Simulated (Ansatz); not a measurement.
Ionic part of the dielectric constant of RbBr at 41 GPa, mode by mode

All numbers below come from Ansatz 0.2.0, DFT PBE, scalar-relativistic, plane waves, PAW. Plane waves to 420 eV; Γ-centred k mesh 6×6×6; fixed occupations. No spin polarisation. Phonons by linear response, acoustic sum rule imposed.

Symmetry: Pm-3m, No. 221, cubic system. The conventional cell has a = 3.403 Å, b = 3.403 Å, c = 3.403 Å, α = 90.00°, β = 90.00°, γ = 90.00°. Rb (site symmetry m-3m) is surrounded by 8 Br at 2.95 Å. Br (site symmetry m-3m) is surrounded by 8 Rb at 2.95 Å.

Other phases may be more stable at this pressure. The run warned that the force constants aren't converged on this k mesh, so the frequencies and all that is formed from them are rough.

The primitive cell has V = 39.40 Å³ and ε∞,zz = 4.331. Each polar mode adds Δε = (4.92064×10⁷/V)·S/ν² along z, with S its oscillator strength in e²/amu, ν in cm⁻¹ and V in Å³.

Question: From these modes, find each Δε and ε0,zz.
| ν (cm⁻¹) | S_zz (e²/amu) |
| --- | --- |
| 230.8 | 0.03655 |

Answer:
```tsv
ν (cm⁻¹)	Δε
230.8	0.86
```

The sum is 0.857, so ε0,zz = 5.19; the run's tensor has 5.19.

Question: Where do the longitudinal modes lie for a wave vector along z?

Answer: At 253 cm⁻¹. The Lyddane–Sachs–Teller product Π(ν_LO/ν_TO)² = 1.20 matches ε0/ε∞ = 1.20.

This CsCl-type form isn't the usual stable structure of the compound at low pressure.